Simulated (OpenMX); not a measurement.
Se:

```
Se
1.0
     4.35517    0.00000    0.00000
    -2.17759    3.77169    0.00000
     0.00000    0.00000    4.94945
Se
3
Cartesian
  1.7050 2.9532 2.4747
  -0.4725 0.8185 4.1245
  0.9451 0.0000 0.8249
```

```yaml
Program: OpenMX 3.8.5
Task: single point
Functional: PBE
Potentials_or_basis: OpenMX 2013 PBE set, Se7.0-s3p2d2, grid cutoff 300 Ry
k_mesh: 7 × 7 × 7
Occupations: fermi-dirac, width 0.05 eV
Spin: no spin polarisation
```

On this cell: pressure 6.8 GPa; largest force 2.030 eV/Å; band gap on the k mesh 1.29 eV, indirect (least direct gap 1.46 eV).

The same run follows on a disturbed copy (atoms moved at random, drawn with an rms of 0.05 Å):

```
Se
1.0
     4.35517    0.00000    0.00000
    -2.17759    3.77169    0.00000
     0.00000    0.00000    4.94945
Se
3
Direct
  0.78387 0.79043 0.49835
  0.01859 0.22154 0.83490
  0.20435 0.99636 0.17210
```

Problem. What changes?

Solution. The energy moves by +73.7 meV/atom; pressure 9.2 GPa; largest force 3.061 eV/Å; band gap on the k mesh 1.13 eV, indirect (least direct gap 1.22 eV).

Forces on the atoms (eV/Å):
```
Se  -1.574 -2.164  0.592
Se  -1.476  2.143 -0.354
Se   3.051  0.020 -0.239
```

Caveats: an odd mesh through Γ misses points on the zone boundary, where band edges often lie; the basis of atomic orbitals isn't converged, which shifts pressures, moduli and gaps; forces of over 1 eV/Å show positions far from the minimum, so gaps and moduli don't describe the material at rest (some runs).
